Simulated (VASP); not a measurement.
Runs of VASP 6.6.1 on SnS2. Symmetry: P-3m1, No. 164, trigonal system. Conventional cell: a = 3.639 Å, b = 3.639 Å, c = 5.575 Å, α = 90.00°, β = 90.00°, γ = 120.00°. Around Sn (site symmetry -3m) lie 6 S at 2.56 Å. S (site symmetry 3m) is surrounded by 3 Sn at 2.56 Å. 

```tsv
level	potentials or basis	gap on the mesh (eV)	pressure (GPa)
rev-vdW-DF2	VASP PAW PBE potentials, release 64 (Sn_d, S)	0.95	3.1
PBE+D3(BJ)	VASP PAW PBE potentials, release 64 (Sn_d, S)	1.06	2.0
LDA	VASP PAW LDA potentials, release 64 (Sn_d, S)	(a)	0.3
optB88-vdW	VASP PAW PBE potentials, release 64 (Sn_d, S)	0.95	4.3
```

Alike in all rows: task relaxation of the atoms; no spin polarisation; cell atoms relaxed; k mesh 10 × 10 × 6; cutoff (eV) 520; smearing gaussian 0.05 eV.

Question: Estimate the missing entries.

Answer: (a) 0.93.

Caveats: spin-orbit coupling is left out, which moves the levels of the heavy elements; the PAW data sets were made with another functional, which shifts forces and pressure a little (some runs).

A k mesh can miss the band edges, and the runs leave out spin-orbit coupling on Sn.
